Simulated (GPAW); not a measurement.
Ag in GPAW: convergence with k mesh

Input of the first run (k mesh 3 × 3 × 3); the others differ in this setting and in those tied to it:

The input run.py:

```python
import numpy as np
from ase.spacegroup import crystal
from ase.units import Bohr, Ha
from gpaw import GPAW, PW
from gpaw.hybrids.energy import non_self_consistent_energy
from gpaw.xc.rpa import RPACorrelation

# Ag 4a
atoms = crystal(['Ag'],
                basis=[[0.0, 0.0, 0.0]],
                spacegroup=225, setting=1,  # Fm-3m
                cellpar=[4.0855, 4.0855, 4.0855, 90.0, 90.0, 90.0],
                primitive_cell=True)

for x in [1.0]:
    ecuts = np.array([76.8, 96.0, 120])
    a = atoms.copy()
    a.set_cell(atoms.cell * x**(1 / 3), scale_atoms=True)
    calc = GPAW(mode=PW(450),
                xc='PBE',
                kpts={'size': (3, 3, 3), 'gamma': True},
                occupations={'name': 'fermi-dirac', 'width': 0.05},
                nbands=18,
                convergence={'density': 1e-06},
                maxiter=150,
                txt=f'gs-{x:.2f}.txt')
    a.calc = calc
    dft = a.get_potential_energy(force_consistent=True)
    calc.write(f'gs-{x:.2f}.gpw')
    exx = non_self_consistent_energy(calc, 'EXX').sum()
    calc.diagonalize_full_hamiltonian(nbands=int(a.get_volume() / Bohr**3 * (ecuts[-1] / Ha)**1.5 * 2**0.5 / 3 / np.pi**2 * 1.15) + 30)
    calc.write(f'full-{x:.2f}.gpw', mode='all')
    ec = RPACorrelation(f'full-{x:.2f}.gpw', ecut=ecuts, nfrequencies=16, skip_gamma=True, frequency_scale=2.5, txt=f'rpa-{x:.2f}.txt').calculate()
    slope, ec_inf = np.polyfit(ecuts**-1.5, ec, 1)
    print(f'V = {a.get_volume():.4f} A^3: DFT {dft:.5f}, EXX {exx:.5f}, correlation', *ec.round(5), f'extrapolated {ec_inf:.5f}, total {exx + ec_inf:.5f} eV', flush=True)
```

Potentials or basis: GPAW PAW data sets (gpaw-data 1.2.1), pw.

Command:

```bash
$ OMP_NUM_THREADS=1 python run.py
```

Hardware: 1 thread of Arm Neoverse V1 (shared host).

```csv
k mesh,"energy less the tightest run, at zero smearing (meV/atom)",CPU time (s),peak memory (GiB)
3 × 3 × 3,-306.78,6.7,0.18
4 × 4 × 4,201.78,20,0.19
5 × 5 × 5,-101.11,44,0.19
6 × 6 × 6,89.60,110,0.24
7 × 7 × 7,-31.98,230,0.31
8 × 8 × 8,49.59,500,0.41
9 × 9 × 9,0.00,900,0.53
```

Not settled before the last step: the energy (to 1 meV/atom). Meshes of other sizes hit other points, so gaps and Fermi surfaces needn't settle smoothly. The tightest run that finished is the yardstick and may itself not be fully converged.

Caveat, for the tightest run too: the response cutoff is short for absolute correlation energies; RPA of a metal hangs on this mesh.
